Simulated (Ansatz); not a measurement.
# PbS: the cost of one run

Program: Ansatz 0.2.0. Level of theory: DFT PBEsol, scalar-relativistic, plane waves, PAW. These are calculated values, not measurements.

### 1 The system as given

The structure is cubic, space group Fm-3m (No. 225). Conventional cell: a = 5.930 Å, b = 5.930 Å, c = 5.930 Å, α = 90.00°, β = 90.00°, γ = 90.00°. Pb (site symmetry m-3m) is surrounded by 6 S at 2.96 Å. Around S (site symmetry m-3m) lie 6 Pb at 2.96 Å.

Structure file:

```cif
data_structure
_symmetry_space_group_name_H-M 'P 1'
_symmetry_Int_Tables_number 1
_cell_length_a 4.1931
_cell_length_b 4.1931
_cell_length_c 4.1931
_cell_angle_alpha 60.000
_cell_angle_beta 60.000
_cell_angle_gamma 60.000
_cell_volume 52.13
loop_
_atom_site_label
_atom_site_type_symbol
_atom_site_fract_x
_atom_site_fract_y
_atom_site_fract_z
_atom_site_occupancy
Pb1 Pb 0.00000 0.00000 0.00000 1
S1 S 0.50000 0.50000 0.50000 1
```

Source of the structure: the Crystallography Open Database.

(A quick probe on a coarse mesh, which set the mesh and smearing, is not shown.)

### 3 Full relaxation

input.yaml reads:

```yaml
crystal:
  lattice:
    - [0.0, 2.965, 2.965]
    - [2.965, 0.0, 2.965]
    - [2.965, 2.965, 0.0]
  atoms:
    - { symbol: Pb, position: [0.0, 0.0, 0.0] }
    - { symbol: S, position: [0.5, 0.5, 0.5] }
basis:
  ecutwfc: 420
kpoints:
  mp_grid: { grid: [10, 10, 10] }
hamiltonian:
  xc: pbesol
scf:
  occupations: { method: gaussian, width: 0.01 }
output:
  forces: true
  stress: true
  eigenvalues: true
relax:
  adjacent_minimum: "off"
  f_tol: 0.005
  max_steps: 80
  cell: { stress_tol: 0.05 }
```

**Question.** How long does this run take on 1 thread of an Arm CPU, shared host, and how much memory does it need?

About 9.4 s, with a peak of 0.34 GiB.
